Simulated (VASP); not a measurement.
A run of VASP 6.6.1 is set up as follows.

File INCAR:

```
SYSTEM = Re
PREC = Accurate ; ENCUT = 520
EDIFF = 1E-6 ; ISMEAR = 1
SIGMA = 0.1 ; LREAL = .FALSE.
LASPH = .TRUE. ; NELM = 100
ALGO = Fast ; ISIF = 2
LWAVE = .FALSE. ; LCHARG = .TRUE.
GGA = PE ; LVHAR = .TRUE.
NBANDS = 22 ; KPAR = 2
```

Contents of KPOINTS:

```
Automatic mesh
0
G
  19 19 9
  0 0 0
```

POSCAR

```
Re                                      
1.0
    2.7757631600      0.0000000000      0.0000000000
   -1.3878815800      2.4038813900      0.0000000000
    0.0000000000      0.0000000000      8.9547543139
  Re            
     4
Direct
     0.0000000000000000    0.0000000000000000    0.0000000000000000
     0.3333330000000032    0.6666669999999968    0.2500000000000000
     0.0000000000000000    0.0000000000000000    0.5000000000000000
     0.3333330000000032    0.6666669999999968    0.7500000000000000
```

Potentials or basis: VASP PAW PBE potentials, release 64 (Re).

Run with:

```sh
$ cat potpaw_PBE.64/Re/POTCAR > POTCAR
$ mpirun -np 2 vasp_std > vasp.out
```

Q: Predict the band gap on the k mesh.

A: None (metal or under the smearing width).

Q: What does it give for the pressure?

A: -0.3 GPa.

Stress tensor (GPa, compression positive):
```
-0.45  0.00  0.00
 0.00 -0.45  0.00
 0.00  0.00  0.10
```

The run has no spin-orbit coupling, so splittings on Re are missing.
